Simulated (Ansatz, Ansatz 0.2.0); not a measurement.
# Elastic constants and bulk modulus of rocksalt SrO: r2SCAN compared with LDA, and the role of the LDA lattice contraction

## Experimental context

Two elastic constants of SrO, C11 and C12, are taken from a printed reference work on interatomic potentials for ionic metal oxides; the bulk modulus comes from a printed reference work on calculated versus experimental bulk moduli and cohesive energies. All three are compiled values whose method is not stated. Their size is what room-temperature ultrasonic work on single crystals would be expected to give, but that is a judgement made here. For a cubic crystal B = (C11 + 2 C12)/3, which gives about 88 GPa from the two constants, so the separately compiled bulk modulus agrees with them to within about 2 %. C12 is usually the less certain constant, since it is derived from combinations of wave velocities. C44, the shear modulus and the Debye temperature are not compared here.

| compared with | measured | source's wording or label | method |
| --- | --- | --- | --- |
| C11 (GPa) | 173 | 1.73 1e12 dyn/cm2 | compiled value, method not stated |
| C12 (GPa) | 45 | 0.45 1e12 dyn/cm2 | compiled value, method not stated |
| B (Reuss) (GPa) | 89 | experimental bulk modulus | compiled value, method not stated |

Conditions are those given with the value in the passage it was taken from; "not stated" means there, and the paper may say more elsewhere.

## Aim and plan

The aim is to reproduce C11, C12 and the bulk modulus of SrO, a nonmagnetic wide-gap ionic insulator, from the stress response of the perfect static crystal. Success is set at 10 % for each quantity. The calculation refers to a static lattice, whereas the measured values probably belong to room temperature; thermal and zero-point softening can take several per cent off C11 and B, and a good functional typically errs by a similar amount. For C12 the same percentage is only 4.5 GPa, which makes it the most demanding of the three.

The elastic constants depend strongly on the lattice parameter, so the cell is relaxed with the same functional that supplies the stresses. r2SCAN is taken as the main level. LDA usually contracts ionic oxides and thereby stiffens them, C11 above all; LDA in the diffraction cell would hide that contraction behind a residual pressure. LDA therefore serves as the neighbouring level for scale, and as the place where the sensitivity to cutoff and k mesh is tested.

Plain PBE is not among the levels examined in this study.

System: SrO (strontium oxide), rocksalt; Fm-3m (No. 225), 2 atoms in the primitive cell; the database structure is a diffraction structure: a = 5.161 Å.

## 1. r2SCAN at its own equilibrium cell

The relaxed r2SCAN crystal comes first because a meta-GGA is expected to give both a realistic lattice parameter and realistic stiffness for a closed-shell oxide. The cell should come out close to the diffraction value of 5.161 Å, and C11 and B somewhat above the measured values, as suits a lattice without thermal motion.

**Run 1.** Ansatz 0.2.0: r2SCAN, cell and atoms relaxed from the database structure, PAW set soft_2, cutoff 500 eV (default), 6x6x6 k mesh, Gaussian smearing 0.02 eV; elastic constants by two-point finite strains with relaxed ions.

Key lines of the input:
```
crystal:
  # lattice and atoms
kpoints:
  mp_grid: { grid: [6, 6, 6] }
hamiltonian:
  xc: r2scan
scf:
  occupations: { method: gaussian, width: 0.02 }
output:
  stress: true
elastic:
  mode: relaxed_ion
  stencil: two_point
```

Command:
```
ansatz run input.yaml --threads 4 --pin off --max-ram 8192MiB --backend cpu --events-out ev --progress --plain --runs-dir out
```

Selected lines of the output:
```
  C = ∂σ_k/∂η_j (tension-positive GPa; Voigt order 11 22 33 23 13 12):
       183.158     48.837     48.837      0.000     -0.000     -0.000
  moduli (Voigt/Reuss/Hill, GPa): K = 93.61/93.61/93.61   G = 60.10/59.57/59.83   E = 147.97   ν = 0.237
```

Converged; 6.2 s on 4 cores of Arm Neoverse V2, shared host (all steps together).

| quantity | run 1 | measured | deviation |
| --- | --- | --- | --- |
| C11 (GPa) | 183.2 | 173 | +10.2 (+5.9 %) |
| C12 (GPa) | 48.8 | 45 | +3.8 (+8.5 %) |
| B (Reuss) (GPa) | 93.6 | 89 | +4.6 (+5.2 %) |
| conventional cell volume (Å³) | 137.38 |  |  |
| pressure (GPa) | 0.00026 |  |  |
| G (Hill) (GPa) | 59.8 |  |  |
| C44 (GPa) | 55.4 |  |  |

All three quantities lie within 10 % of the measured values, each on the high side. C12 is the closest to its limit: it is 3.8 GPa too high where 4.5 GPa is allowed, so a modest numerical shift could turn that result. The relaxed volume agrees with that of the diffraction cell to about 0.1 %, so the excess stiffness does not come from a contracted lattice. For C11 and B the sign of the deviation is the one expected when a static crystal is compared with a warm one, though this run cannot separate that effect from an error of the functional.

## 2. LDA for scale, with cutoff and mesh tests

LDA is now relaxed to its own cell at the default settings, then repeated once with a denser k mesh and once with a higher cutoff. The three runs give the neighbouring level and show how far each setting moves the constants there. A smaller cell and a clearly higher C11 are expected from LDA. For a wide-gap insulator with a two-atom cell the mesh should matter little; the cutoff is the more likely source of a shift, because the stress converges more slowly with the basis than the energy does.

**Run 2.** Ansatz 0.2.0: LDA, cell and atoms relaxed from the database structure, PAW set soft_2, cutoff 420 eV (default), 6x6x6 k mesh, Gaussian smearing 0.02 eV; elastic constants by two-point finite strains with relaxed ions.

Key lines of the input, as changed from run 1:
```diff
  hamiltonian:
-   xc: r2scan
+   xc: lda
```

Selected lines of the output:
```
  C = ∂σ_k/∂η_j (tension-positive GPa; Voigt order 11 22 33 23 13 12):
       208.344     52.103     52.103     -0.000     -0.000      0.000
  moduli (Voigt/Reuss/Hill, GPa): K = 104.18/104.18/104.18   G = 64.77/63.05/63.91   E = 159.18   ν = 0.245
```

Converged; 9.3 s on 4 cores of Intel Xeon at 2.70GHz, shared host (all steps together).

**Run 3.** Ansatz 0.2.0: LDA, cell and atoms relaxed from the database structure, PAW set soft_2, cutoff 420 eV (default), 10x10x10 k mesh, Gaussian smearing 0.02 eV; elastic constants by two-point finite strains with relaxed ions.

Key lines of the input, as changed from run 2:
```diff
  kpoints:
-   mp_grid: { grid: [6, 6, 6] }
+   mp_grid: { grid: [10, 10, 10] }
```

Selected lines of the output:
```
Basis set: ecut = 420 eV, 609 PW (Γ) [...]
k-points: 171 of 1000
  C = ∂σ_k/∂η_j (tension-positive GPa; Voigt order 11 22 33 23 13 12):
       208.736     52.154     52.154     -0.000      0.000      0.000
        52.154    208.736     52.154      0.000     -0.000      0.000
        52.154     52.154    208.736      0.000      0.000      0.000
        -0.000      0.000      0.000     55.947      0.000     -0.000
         0.000     -0.000      0.000     -0.000     55.947      0.000
         0.000     -0.000     -0.000     -0.000     -0.000     55.947
  moduli (Voigt/Reuss/Hill, GPa): K = 104.35/104.35/104.35   G = 64.88/63.16/64.02   E = 159.45   ν = 0.245
  mechanically stable: yes (min eigenvalue of sym C = 55.95 GPa)
```

Converged; 52 s on 4 cores of Intel Xeon at 2.50GHz (Skylake/Cascade Lake), shared host (all steps together).

**Run 4.** Ansatz 0.2.0: LDA, cell and atoms relaxed from the database structure, PAW set soft_2, cutoff 590 eV, 6x6x6 k mesh, Gaussian smearing 0.02 eV; elastic constants by two-point finite strains with relaxed ions.

Key lines of the input, as changed from run 2:
```diff
+ basis:
+   ecutwfc: 590.0
```

Selected lines of the output:
```
  C = ∂σ_k/∂η_j (tension-positive GPa; Voigt order 11 22 33 23 13 12):
       208.798     52.189     52.189      0.000      0.000     -0.000
```

Converged; 30 s, same machine (all steps together).

| quantity | run 2 | run 3 | run 4 | measured |
| --- | --- | --- | --- | --- |
| C11 (GPa) | 208.3 | 208.7 | 208.8 | 173 |
| C12 (GPa) | 52.1 | 52.2 | 52.2 | 45 |
| B (Reuss) (GPa) | 104.2 | 104.3 | 104.4 | 89 |
| conventional cell volume (Å³) | 129.89 | 129.89 | 129.90 |  |
| pressure (GPa) | −0.00785 | −0.00636 | −0.01698 |  |
| G (Hill) (GPa) | 63.9 | 64.0 | 64.0 |  |
| C44 (GPa) | 55.9 | 55.9 | 56.0 |  |

LDA misses all three targets: C11 is about 20 % too high, C12 about 16 % and B about 17 %. Its cell volume is 5.5 % below that of the diffraction cell, a contraction in the direction anticipated.

Neither numerical setting accounts for the miss. The denser mesh and the higher cutoff each raise C11 by less than 0.5 GPa and C12 by less than 0.1 GPa, with the cutoff only marginally the more important of the two. These tests hold for LDA; the r2SCAN constants have not been tested in the same way.

## 3. LDA held at the diffraction cell

Whether the contraction explains the LDA stiffness can be tested directly by computing the constants with LDA in the diffraction cell. If it does, C11 and B should fall most of the way towards the r2SCAN values. The crystal will then be under tension by several GPa, so the result serves as a diagnosis and not as a competing prediction: under a residual stress of that size the elastic coefficients also depend on how they are defined.

**Run 5.** Ansatz 0.2.0: LDA, atoms relaxed in the database cell, PAW set soft_2, cutoff 420 eV (default), 6x6x6 k mesh, Gaussian smearing 0.02 eV; elastic constants by two-point finite strains with relaxed ions.

Key lines of the input, as changed from run 4:
```diff
- basis:
-   ecutwfc: 590.0
```

Selected lines of the output:
```
Basis set: ecut = 420 eV, 645 PW (Γ) [...]
k-points: 46 of 216
  C = ∂σ_k/∂η_j (tension-positive GPa; Voigt order 11 22 33 23 13 12):
       154.507     42.938     42.938     -0.000     -0.000      0.000
        42.938    154.507     42.938      0.000     -0.000     -0.000
        42.938     42.938    154.507     -0.000      0.000      0.000
         0.000     -0.000     -0.000     56.742      0.000      0.000
         0.000     -0.000     -0.000     -0.000     56.742      0.000
         0.000     -0.000      0.000      0.000     -0.000     56.742
  moduli (Voigt/Reuss/Hill, GPa): K = 80.13/80.13/80.13   G = 56.36/56.35/56.36   E = 136.96   ν = 0.215
  mechanically stable: yes (min eigenvalue of sym C = 56.74 GPa)
```

Converged; 2.7 s on 4 cores of Intel Xeon at 2.70GHz, shared host.

| quantity | run 5 | measured | deviation |
| --- | --- | --- | --- |
| C11 (GPa) | 154.5 | 173 | −18.5 (−10.7 %) |
| C12 (GPa) | 42.9 | 45 | −2.1 (−4.6 %) |
| B (Reuss) (GPa) | 80.1 | 89 | −8.9 (−10.0 %) |
| pressure (GPa) | −5.22038 |  |  |
| G (Hill) (GPa) | 56.4 |  |  |
| C44 (GPa) | 56.7 |  |  |

Stretching the LDA crystal to the diffraction cell lowers C11 by 53.8 GPa and B by 24.1 GPa. Both go past the r2SCAN values instead of stopping short of them, and end below experiment. The contraction of the relaxed LDA cell is thus more than enough to account for its excess stiffness. C44 changes by less than 1 GPa, so the volume acts mainly on the resistance to compression along the cube axes.

The crystal is under a tension of 5.2 GPa here. The choice of definition for the elastic coefficients can shift them by amounts of that order, which is less than the drop in C11. For the same reason the closeness of C12 to the measured value, and the position of B at the edge of the target, are not counted as a success of LDA: these are constants of a stretched crystal, not of one at equilibrium. At nearly the same volume r2SCAN gives a C11 higher by 28.7 GPa, so the two functionals differ in more than the lattice parameter they predict.

The work ends here.

## Overview

| run | settings | C11 (GPa) | C12 (GPa) | B (Reuss) (GPa) | mean abs. dev. (%) | cost |
| --- | --- | --- | --- | --- | --- | --- |
| 1 | r2SCAN, cutoff 500 eV | 183.2 | 48.8 | 93.6 | 6.5 | under 1 core-min |
| 2 | LDA, cell and atoms relaxed from the database structure, cutoff 420 eV (default), 6x6x6 k mesh | 208.3 | 52.1 | 104.2 | 17.8 | under 1 core-min |
| 3 | LDA, 10x10x10 mesh | 208.7 | 52.2 | 104.3 | 17.9 | 3.5 core-min |
| 4 | LDA, cutoff 590 eV | 208.8 | 52.2 | 104.4 | 18.0 | 2 core-min |
| 5 | LDA, atoms relaxed in the database cell | 154.5 | 42.9 | 80.1 | 8.4 | under 1 core-min |
|  | measured | 173 | 45 | 89 |  |  |

## Assessment

r2SCAN at its own relaxed cell meets the 10 % target for all three quantities, at a cost of under one core-minute. C11 is 5.9 % too high, B 5.2 % and C12 8.5 %. The pass for C12 is narrow, with less than 1 GPa to spare, and a slightly lower measured value would overturn it.

Relaxed LDA misses all three by 16 to 21 %. The run in the diffraction cell was the most informative step after the main result: it showed that the contracted LDA lattice is more than enough to explain the excess stiffness. The constants from that stretched crystal lie nearer to experiment only because the imposed expansion offsets the contraction, and C11 still misses the target.

The mesh and cutoff tests moved the LDA constants by less than 0.5 GPa. They would have served better at the r2SCAN level, on which the verdict rests; numerical convergence there remains untested.

The r2SCAN agreement does not depend on an imposed cell: the lattice was relaxed with the same functional, and its volume came within about 0.1 % of the diffraction value. If the measured constants belong to room temperature, thermal and zero-point softening of several per cent could account for much of the excess in C11 and B. For C12 this is less certain, because not every elastic constant softens on warming. No run separates these effects from an error of the functional, so part of the agreement may still come from compensating errors.

[Logs are printed without paths, hosts, clocks, repeated set-up lines and the standing remarks that a program may print on its own settings, such as how far it seeks lower states.]

[The runs shown are a pick from a larger set of finished runs; failed, doubtful and other runs were left out of it ahead of writing. So were measured values far from every level or from commonly accepted values, and agreement can look better than it is. Lines of input and output are excerpts and may be shortened.]
